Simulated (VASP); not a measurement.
# MgS (P6_3mc) in VASP: G0W0 quasiparticle levels with PBE

Aim: the G0W0 quasiparticle levels of MgS with PBE.

Everything below comes from runs of VASP 6.6.1. Logs are shortened: lines on timing, memory, paths and dates and some standing lists are left out, and cuts for length are marked.

### Step 1. The structure

It takes space group P6_3mc (No. 186, hexagonal). The conventional cell has a = 4.035 Å, b = 4.035 Å, c = 6.432 Å, α = 90.00°, β = 90.00°, γ = 120.00°. S (site symmetry 3m) is surrounded by 4 Mg at 2.45 to 2.47 Å. Mg (site symmetry 3m) is surrounded by 4 S at 2.45 to 2.47 Å.

The cell comes from a database or a generator and needn't be the stable form of this composition.

### Step 2. G0W0 quasiparticle levels, PBE

POSCAR reads:

```
MgS
1.0
    4.0346224068      0.0000000000      0.0000000000
   -2.0173112034      3.4940854990      0.0000000000
    0.0000000000      0.0000000000      6.4322941800
S Mg
2 2
Direct
    0.6666666667      0.3333333333      0.8792441500
    0.3333333333      0.6666666667      0.3792441500
    0.3333333333      0.6666666667      0.9957548500
    0.6666666667      0.3333333333      0.4957548500
```

INCAR.step1 reads:

```
ALGO = Normal
EDIFF = 1E-8
ENCUT = 450
GGA = PE
ISMEAR = 0
LASPH = True
LCHARG = False
LREAL = False
LWAVE = True
NELM = 80
PREC = Accurate
SIGMA = 0.01
```

INCAR.step2 reads:

```
ALGO = Exact
EDIFF = 1E-8
ENCUT = 450
GGA = PE
ISMEAR = 0
ISTART = 1
LASPH = True
LCHARG = False
LOPTICS = True
LREAL = False
LWAVE = True
NBANDS = 213
NELM = 1
PREC = Accurate
SIGMA = 0.01
```

INCAR.step3 reads:

```
ALGO = EVGW0
EDIFF = 1E-8
ENCUT = 450
ENCUTGW = 100
GGA = PE
ISMEAR = 0
ISTART = 1
LASPH = True
LCHARG = False
LREAL = False
LWAVE = False
NBANDS = 213
NBANDSGW = 16
NELMGW = 1
NOMEGA = 50
PREC = Accurate
PRECFOCK = Fast
SIGMA = 0.01
```

KPOINTS reads:

```
k-points
0
Gamma
  4 4 2
```

Potentials or basis: VASP PAW PBE potentials, release 64 (S_GW, Mg_GW).

Launch:

```
cat potpaw_PBE.64/S_GW/POTCAR potpaw_PBE.64/Mg_GW/POTCAR > POTCAR
cp INCAR.step1 INCAR
mpirun -np 1 vasp_std > vasp.out
cp INCAR.step2 INCAR
mpirun -np 1 vasp_std > vasp.out
cp INCAR.step3 INCAR
mpirun -np 1 vasp_std > vasp.out
```

OUTCAR:

```text
EDIFF = 1E-8
   ENCUT = 450
   ENCUTGW = 100
   GGA = PE
   ISMEAR = 0
   ISTART = 1
   LASPH = True
   LREAL = False
   NELMGW = 1
   PREC = Accurate
   PRECFOCK = Fast

 ion  position               nearest neighbor table
   1  0.667  0.333  0.879-   3 2.45   3 2.45   3 2.45   4 2.47
   2  0.333  0.667  0.379-   4 2.45   4 2.45   4 2.45   3 2.47
   3  0.333  0.667  0.996-   1 2.45   1 2.45   1 2.45   2 2.47
   4  0.667  0.333  0.496-   2 2.45   2 2.45   2 2.45   1 2.47

  LATTYP: Found a hexagonal cell.
 ALAT       =     4.0346224068
 C/A-ratio  =     1.5942741430

  Lattice vectors:

 A1 = (   4.0346224068,   0.0000000000,   0.0000000000)
 A2 = (  -2.0173112034,   3.4940854990,   0.0000000000)
 A3 = (   0.0000000000,   0.0000000000,   6.4322941800)

Analysis of symmetry for initial positions (statically):
=====================================================================
 Subroutine PRICEL returns:
 Original cell was already a primitive cell.

 Routine SETGRP: Setting up the symmetry group for a
 hexagonal supercell.

 Subroutine GETGRP returns: Found 12 space group operations
 (whereof  6 operations were pure point group operations)
 out of a pool of 24 trial point group operations.

The static configuration has the point symmetry C_3v.
 The point group associated with its full space group is C_6v.

Analysis of symmetry for dynamics (positions and initial velocities):
=====================================================================
 Subroutine PRICEL returns:
 Original cell was already a primitive cell.

 Routine SETGRP: Setting up the symmetry group for a
 hexagonal supercell.

 Subroutine GETGRP returns: Found 12 space group operations
 (whereof  6 operations were pure point group operations)
 out of a pool of 24 trial point group operations.

The dynamic configuration has the point symmetry C_3v.
 The point group associated with its full space group is C_6v.

 Subroutine INISYM returns: Found 12 space group operations
 (whereof  6 operations are pure point group operations),
 and found     1 'primitive' translations

[... 57 lines left out ...]
  0.500000  0.000000  0.000000      3.000000
  0.250000  0.250000  0.000000      6.000000
  0.000000  0.000000  0.500000      1.000000
  0.250000  0.000000  0.500000      6.000000
  0.500000  0.000000  0.500000      3.000000
  0.250000  0.250000  0.500000      6.000000
   k-points           NKPTS =      8   k-points in BZ     NKDIM =     32   number of bands    NBANDS=    213
   number of dos      NEDOS =    301   number of ions     NIONS =      4
   total plane-waves  NPLWV =  37632
   dimension x,y,z NGX =    28 NGY =   28 NGZ =   48
   dimension x,y,z NGXF=    56 NGYF=   56 NGZF=   96
   ions per type =               2   2
   NGX,Y,Z   is equivalent  to a cutoff of  11.54, 11.54, 12.41 a.u.
   NGXF,Y,Z  is equivalent  to a cutoff of  23.07, 23.07, 24.81 a.u.
 SYSTEM =  unknown system
   PREC   = accura    normal or accurate (medium, high low for compatibility)
   ISTART =      1    job   : 0-new  1-cont  2-samecut
   ICHARG =      0    charge: 1-file 2-atom 10-const
   ISPIN  =      1    spin polarized calculation?
   LNONCOLLINEAR =      F non collinear calculations
   LSORBIT =      F    spin-orbit coupling
   LASPH  =      T    aspherical Exc in radial PAW
   ENCUT  =  450.0 eV  33.07 Ry    5.75 a.u.   6.98  6.98 11.13*2*pi/ulx,y,z
   NELM   =     60;   NELMIN=  2; NELMDL=  0     # of ELM steps
   EDIFF  = 0.1E-07   stopping-criterion for ELM
   LREAL  =      F    real-space projection
   EDIFFG = 0.1E-06   stopping-criterion for IOM
   NSW    =      0    number of steps for IOM
   IBRION =     -1    ionic relax: 0-MD 1-quasi-New 2-CG
   NFREE  =      0    steps in history (QN), initial steepest desc. (CG)
   ISIF   =      0    stress and relaxation
   ISYM   =      3    0-nonsym 1-usesym 2-fastsym
   POTIM  = 0.5000    time-step for ionic-motion
   TEBEG  =    0.0;   TEEND  =   0.0 temperature during run
   PSTRESS=    0.0 pullay stress
   NELECT =      16.0000    total number of electrons
   NUPDOWN=      -1.0000    fix difference up-down
   EMIN   =  10.00;   EMAX   =-10.00  energy-range for DOS
   EFERMI =   0.00;   METHOD = LEGACY
   ISMEAR =     0;   SIGMA  =   0.01  broadening in eV -4-tet -1-fermi 0-gaus
   EFERMI_NEDOS =   21; number of points for ismear=-14 and -15
   IALGO  =     38    algorithm
   IMIX   =      4    mixing-type and parameters
     AMIX     =   0.40;   BMIX     =  1.00
     AMIX_MAG =   1.60;   BMIX_MAG =  1.00
  volume/ion in A,a.u.               =      22.67       152.98
  Fermi-wavevector in a.u.,A,eV,Ry     =   0.918221  1.735187 11.471486  0.843130
  Thomas-Fermi vector in A             =   2.043279
   LORBIT       =      0    0 simple, 1 ext, 2 COOP (PROOUT), +10 PAW based schemes
   GGA     = PE    functional components
   LHFCALC =     T    Hartree Fock is set to
   PRECFOCK=fast      Normal, Fast or Accurate (Low or Medium for compatibility)
   ENCUT4O =  -1.0   cutoff for four orbital integrals eV
   NKREDX  =     1    reduce k-point grid by
   NKREDY  =     1    reduce k-point grid by
   NKREDZ  =     1    reduce k-point grid by
   AEXX    =    1.0000 exact exchange contribution
   HFSCREEN=    0.0000 screening length (either q_TF or 0.3 A-1)
   HFSCREENC=   0.0000 screening length for correlation (either q_TF or 0.3 A-1)
   ENCUTFOCK=  -1.0 apply spherical cutoff to Coloumb kernel
   IVDW    =     0    specifies the selected vdW correction
   LEPSILON=     F    determine dielectric tensor
   LRPA    =     F    only Hartree local field effects (RPA)
   LRPAFORCE           =     F    calculate RPA forces
   ENCUTGW             = 100.0    cutoff for response function in eV
   ENCUTGWSOFT         =  80.0    soft cutoff for Coulomb kernel in GW response function in eV
   ENCUTLF             =  -1.0    cutoff for local field effects
   NELMGW              =     1    number of iterations in solving QP/BSE equation
   NELMHF              =     1    number of iterations in the inner HF iteration
   NKREDLFX            =     1    NKREDLFY  =   1   NKREDLFZ  =   1
 non-spin polarized calculation
 Gauss-broadening in eV      SIGMA  =   0.01
  energy-cutoff  :      450.00
  volume of cell :       90.68
 maximum number of plane-waves:      1980
 NGX is ok and might be reduce to    28
  NGX = 16; NGY = 16; NGZ = 28
   NGX = 13   NGY = 13   NGZ = 23
 maximum number of plane-waves:       218
 NGX is ok and might be reduce to    14

 QP shifts <psi_nk| G(iteration)W_0 |psi_nk>: iteration 1
 for sc-GW calculations column KS-energies equals QP-energies in previous step
 and V_xc(KS)=  KS-energies - (<T + V_ion + V_H > + <T+V_H+V_ion>^1  + <V_x>^1)

 k-point   1 :       0.0000    0.0000    0.0000
  band No.  KS-energies  QP-energies   sigma(KS)   V_xc(KS)     V^pw_x(r,r')   Z            occupation Imag(sigma)

      1     -10.1994     -10.9576     -13.9376     -12.8405     -20.9057       0.6911       2.0000       1.3549
      2      -9.4698     -10.0861     -14.4248     -13.5084     -21.2783       0.6725       2.0000       1.1459
      3      -2.0060      -3.3249     -12.2392     -10.4339     -14.8787       0.7306       2.0000       0.1156
      4       0.6334      -0.4704     -14.0618     -12.6099     -16.0480       0.7602       2.0000       0.0740
      5       0.6334      -0.4704     -14.0618     -12.6099     -16.0480       0.7602       2.0000       0.0740
      6       1.0523       0.0060     -14.2983     -12.9277     -16.1762       0.7634       2.0000       0.0707
[... 135 lines left out ...]
      2      -9.4123     -10.0376     -14.4816     -13.5664     -21.3140       0.6833       2.0000       1.1399
      3      -1.6141      -2.8886     -12.5187     -10.7908     -15.0192       0.7376       2.0000       0.1058
      4      -1.6141      -2.8886     -12.5187     -10.7908     -15.0192       0.7376       2.0000       0.1058
      5      -0.3850      -1.6069     -13.0900     -11.4704     -15.2310       0.7545       2.0000       0.0814
      6      -0.3850      -1.6069     -13.0900     -11.4704     -15.2310       0.7545       2.0000       0.0814
[... 8 lines left out ...]
     15       9.9641      10.7018      -7.5319      -8.4809      -3.4956       0.7774       0.0000      -0.1008
     16       9.9641      10.7018      -7.5319      -8.4809      -3.4956       0.7774       0.0000      -0.1008
```

OUTCAR.step1:

```text
EDIFF = 1E-8
   ENCUT = 450
   GGA = PE
   ISMEAR = 0
[... 334 lines left out ...]
      2.01731      1.16470      5.65556         0.000000      0.000000     -0.047455
     -0.00000      2.32939      2.43941         0.000000     -0.000000     -0.047455
     -0.00000      2.32939      6.40499        -0.000000      0.000000      0.047455
      2.01731      1.16470      3.18884         0.000000     -0.000000      0.047455
 -----------------------------------------------------------------------------------
    total drift:                               -0.000000     -0.000000     -0.000019

  FREE ENERGIE OF THE ION-ELECTRON SYSTEM (eV)
  ---------------------------------------------------
  free  energy   TOTEN  =       -16.9700606097 eV

  energy  without entropy=      -16.9700606097  energy(sigma->0) =      -16.97006061
```

OUTCAR.step2:

```text
EDIFF = 1E-8
   ENCUT = 450
   GGA = PE
   ISMEAR = 0
[... 733 lines left out ...]
  --------------------------------------------------------------------------------------------------------------
     0.00000     4.65030     4.65030     4.57020    -0.00000    -0.00000     0.00000
     1.26681     4.80661     4.80661     4.72656    -0.00000    -0.00000     0.00000
     2.53361     5.45455     5.45455     5.40984    -0.00000    -0.00000     0.00000
     3.80042     4.86042     4.86042     4.93674    -0.00000    -0.00000     0.00000
     5.06723    12.52783    12.52783    11.86982    -0.00000    -0.00000     0.00000
     6.33403    -1.32924    -1.32924    -7.59544    -0.00000     0.00000     0.00000
[... 92 lines left out ...]
   124.14702     0.98455     0.98455     0.98475     0.00000     0.00000    -0.00000
   125.41382     0.98488     0.98488     0.98507     0.00000     0.00000    -0.00000
```

It took 3.5 min on 1 thread of Intel Xeon Platinum 8488C (Sapphire Rapids), shared host; peak memory 0.98 GiB.

What came out:

```
Band gap on the k mesh, mean-field level : 3.43 eV, direct
Quasiparticle gap                        : 5.00 eV
Least direct quasiparticle gap           : 5.00 eV
```

Levels at points of the mesh, in eV from the valence-band top:
```
           k point  band 6  band 7  band 8  band 9  band 10  band 11
(0.00, 0.00, 0.00)   -0.16   -0.16    0.00    3.43     4.66     7.45
(0.50, 0.00, 0.00)   -1.25   -0.93   -0.48    4.71     5.20     5.79
(0.00, 0.00, 0.50)   -0.38   -0.38   -0.38    4.90     4.90     7.59
(0.50, 0.00, 0.50)   -0.90   -0.80   -0.80    4.64     4.64     6.27
```

Caveat: the k mesh is coarse (spacing up to 0.49 Å⁻¹), so the values aren't converged; bands, screening cutoff and mesh are small and nothing is extrapolated, so the quasiparticle values aren't converged.
